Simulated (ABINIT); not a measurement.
Runs of ABINIT 10.8.3 (patched build) on Ti. The structure is hexagonal, space group P6_3/mmc (No. 194). The conventional cell has a = 2.950 Å, b = 2.950 Å, c = 4.680 Å, α = 90.00°, β = 90.00°, γ = 120.00°. Ti (site symmetry -6m2) has 12 Ti at 2.89 to 2.95 Å as nearest neighbours. 

```tsv
task	level	potentials or basis	k mesh	cutoff (eV)	fine-grid cutoff	mesh quality	gap on the mesh (eV)	pressure (GPa)
single point	PBEsol	JTH PAW PBE v2.0	6 × 6 × 4	408	816.342 eV	coarse	none	-5.5
single point	r2SCAN	JTH PAW PBE v2.0	6 × 6 × 4	490	979.61 eV	coarse	none	(a)
band structure	PBEsol	JTH PAW PBE v2.0	10 × 10 × 6	408	816.342 eV	not flagged	none	-5.5
band structure	rPW86PBE	JTH PAW PBE v2.0	10 × 10 × 6	408	816.342 eV	not flagged	none	1.1
single point	LDA	JTH PAW LDA v2.0	4 × 4 × 2	408	816.342 eV	coarse	none	-9.3
band structure	PBE	JTH PAW PBE v2.0	10 × 10 × 6	408	816.342 eV	not flagged	none	-1.3
single point	PBEsol	JTH PAW PBE v2.0	13 × 13 × 8	408	816.342 eV	not flagged	none	-5.5
```

Alike in all rows: no spin polarisation; cell as given; smearing fermi-dirac 0.05 eV.

**Question.** Estimate the missing entries.

**Answer.** (a) -2.7.

Caveats: some runs use coarse meshes; the PAW data sets were made with another functional, which shifts forces and pressure a little (some runs).

A gap of «none» marks a metal or a gap under the smearing width.
